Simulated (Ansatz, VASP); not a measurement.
One calculation of PtSe2 (Sudovikovite), two programs

```
Pt Se
1.0
     3.72400    0.00000    0.00000
    -1.86200    3.22508    0.00000
     0.00000    0.00000    5.06200
Pt Se
1 2
Cartesian
  0.0000 0.0000 0.0000
  0.0000 2.1501 1.2655
  1.8620 1.0750 3.7965
```

Alike in both runs: task single point; functional LDA; k mesh 9 × 9 × 6; occupations gaussian, width 0.1 eV; no spin polarisation.

```csv
,VASP,Ansatz
version,VASP 6.6.1,Ansatz 0.2.0
potentials or method,"VASP PAW LDA potentials, release 64 (Pt, Se)","plane waves, PAW"
plane-wave cutoff (eV),520,420
valence electrons in the cell,22,50
```

|  | VASP | Ansatz | Ansatz less VASP |
| --- | --- | --- | --- |
| pressure (GPa) | -0.1 | -0.5 | -0.40 |
| largest component of the traceless stress (GPa) | 0.86 | 0.73 | -0.126 |
| rms of the force components (eV/Å) | 0.104 | 0.081 | -0.0236 |

Atom by atom the forces differ by 0.024 eV/Å (rms over components). The two sets of potentials don't hold the same shells in valence.

Spin-orbit coupling is left out, which matters for the levels of Pt.
